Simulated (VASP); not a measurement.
Set up this calculation in VASP 6.6.1, as the native input.

| Property | Result |
| --- | --- |
| Task | band structure |
| Functional | PBE |
| Dispersion | D3(BJ) |
| Potentials or basis | VASP PAW PBE potentials, release 64 (C) |
| Cutoff | 520 eV |
| k mesh | 9 × 9 × 1 |
| Occupations | gaussian, width 0.03 eV |
| Spin | no spin polarisation |
| Dipole correction | yes |
| Further INCAR settings | ALGO = Fast; EDIFF = 1e-06; NBANDS = 16 |

The structure of C lies in POSCAR:

```
C                                       
1.0
    2.4657358144      0.0000000000      0.0000000000
   -1.2328679072      2.1353898545      0.0000000000
    0.0000000000      0.0000000000     21.9015365000
  C             
     4
Direct
     0.0000000000000000    0.0000000000000000    0.4224813303990332
     0.6666666699999979    0.3333333400000029    0.4224562687634194
     0.0000000000000000    0.0000000000000000    0.5775186696009666
     0.3333333300000021    0.6666666599999971    0.5775437312365804
```

The slab is cut from a database's or a generator's crystal, which needn't be the stable form of the element.

One way to write it, as run:

INCAR

```
SYSTEM = C
ALGO = Fast
DIPOL = 0.5 0.5 0.500
EDIFF = 1E-6
ENCUT = 520
GGA = PE
IDIPOL = 3
ISIF = 2
ISMEAR = 0
IVDW = 12
KPAR = 4
LASPH = .TRUE.
LCHARG = .FALSE.
LDIPOL = .TRUE.
LREAL = .FALSE.
LVACPOTAV = .TRUE.
LVHAR = .TRUE.
LWAVE = .FALSE.
NBANDS = 16
NELM = 80
PREC = Accurate
SIGMA = 0.03
```

KPOINTS

```
k-points
0
G
  9 9 1
  0 0 0
```

KPOINTS_OPT

```
explicit points
3
Reciprocal
 0.0000000000  0.0000000000  0.0000000000 1
 0.5000000000  0.0000000000  0.0000000000 1
 0.3333333300  0.3333333300  0.0000000000 1
```

Potentials or basis: VASP PAW PBE potentials, release 64 (C).

Command:

```sh
$ cat potpaw_PBE.64/C/POTCAR > POTCAR
$ mpirun -np 4 vasp_std > vasp.out
```

It gave:

```
Largest force                   : 0.015 eV/Å
Band gap along the path         : none (metal or under the smearing width)
Dispersion energy per atom      : -0.119 eV
Work function of the upper face : 4.28 eV
Work function of the lower face : 4.28 eV
```

Wall time 11 s on 4 MPI ranks on Intel(R) Xeon(R) Platinum 8488C (Sapphire Rapids) (shared host), peak memory 0.23 GiB a rank.
